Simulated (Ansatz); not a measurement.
# SnO: an axial (c/a) deformation path

One table from this session's results is given with a row withheld; the runs are named, their logs left out.

Method: DFT PBEsol, scalar-relativistic, plane waves, PAW, in Ansatz 0.2.0.

**The system as given**

Symmetry: Pmn2_1, No. 31, orthorhombic system. The conventional cell has a = 3.355 Å, b = 5.674 Å, c = 4.222 Å, α = 90.00°, β = 90.00°, γ = 90.00°. Sn (site symmetry m) is surrounded by 3 O at 2.15 to 2.16 Å. O (site symmetry m) has 3 Sn at 2.15 to 2.16 Å in its first shell of neighbours.

Coordinates:

```cif
data_structure
_symmetry_space_group_name_H-M 'P 1'
_symmetry_Int_Tables_number 1
_cell_length_a 3.3550
_cell_length_b 5.6741
_cell_length_c 4.2220
_cell_angle_alpha 90.000
_cell_angle_beta 90.000
_cell_angle_gamma 90.000
_cell_volume 80.37
loop_
_atom_site_label
_atom_site_type_symbol
_atom_site_fract_x
_atom_site_fract_y
_atom_site_fract_z
_atom_site_occupancy
Sn1 Sn 0.00000 0.23191 0.51314 1
Sn2 Sn 0.50000 0.76809 0.01314 1
O1 O 0.00000 0.89125 0.73686 1
O2 O 0.50000 0.10875 0.23686 1
```

It goes back to an entry of the Materials Project, which need not be the stable form.

The cell is taken as given, not relaxed at this level.

**The reference cell**

Reference values: F = -13021.0020 eV; pressure -3.07 GPa; largest force 0.426 eV/Å; gap on the mesh 1.30 eV. It was computed beforehand with the settings of the runs below.

The first run:

At fixed volume and fractional coordinates, lengths along (0.000, 0.000, 1.000) are scaled against those across it; ρ is that ratio over its starting value.

Contents of input.yaml:

```yaml
crystal:
  lattice:
    - [3.5417687074, 0.0, 0.0]
    - [0.0, 5.9899654367, 0.0]
    - [0.0, 0.0, 3.7884459323]
  atoms:
    - { symbol: Sn, position: [0.0, 0.231909, 0.513144] }
    - { symbol: Sn, position: [0.5, 0.768091, 0.013144] }
    - { symbol: O, position: [0.0, 0.89125, 0.736857] }
    - { symbol: O, position: [0.5, 0.10875, 0.236857] }
basis:
  ecutwfc: 420
kpoints:
  mp_grid: { grid: [10, 6, 8] }
hamiltonian:
  xc: pbesol
scf:
  occupations: { method: gaussian, width: 0.05 }
output:
  forces: true
  stress: true
  eigenvalues: true
```

Run with:

```sh
> ansatz run input.yaml --threads 1 --pin off --max-ram 2560MiB --backend cpu --events-out ev --progress --plain --runs-dir out
```

Among the steps run: At ρ = 0.850; Point ρ = 1.200; ρ = 0.920; Point ρ = 1.100; ρ = 0.960; ρ = 1.050; ρ = 0.800; At ρ = 1.300.

One table of the session follows, with a row left open; its other results are not shown here.

The scan, with free energies counted from the undisturbed cell:

| ρ | ΔE (meV/atom) | pressure (GPa) | gap on the mesh (eV) |
| --- | --- | --- | --- |
| 0.800 | 62.0 | -7.0 | 1.17 |
| 0.850 | ? | ? | ? |
| 0.920 | 10.7 | -4.4 | 1.35 |
| 0.960 | 3.6 | -3.7 | 1.31 |
| 1.000 | 0.0 | -3.1 | 1.30 |
| 1.050 | 0.0 | -2.5 | 1.28 |
| 1.100 | 4.6 | -1.9 | 1.24 |
| 1.200 | 26.7 | -1.2 | 1.13 |
| 1.300 | 65.0 | -0.9 | 1.06 |

Q: Estimate the row for ρ = 0.850 from the others.

Worked estimate for «ΔE (meV/atom)». A straight line through the neighbours (0.800, 62.0) and (0.920, 10.7) gives 62.0 + (10.7 − 62.0) × (0.850 − 0.800) / (0.920 − 0.800) = 40.6; a parabola fitted to 3 rows on both sides gives 35.2.

As computed: ΔE (meV/atom): 33.9; pressure (GPa): -5.8; gap on the mesh (eV): 1.25. In «ΔE (meV/atom)» the line misses by +6.7 and the parabola by +1.3.

Limits of these values: Layers here are held mostly by dispersion, which this level lacks, so their spacing and the stiffness across them are unreliable there.
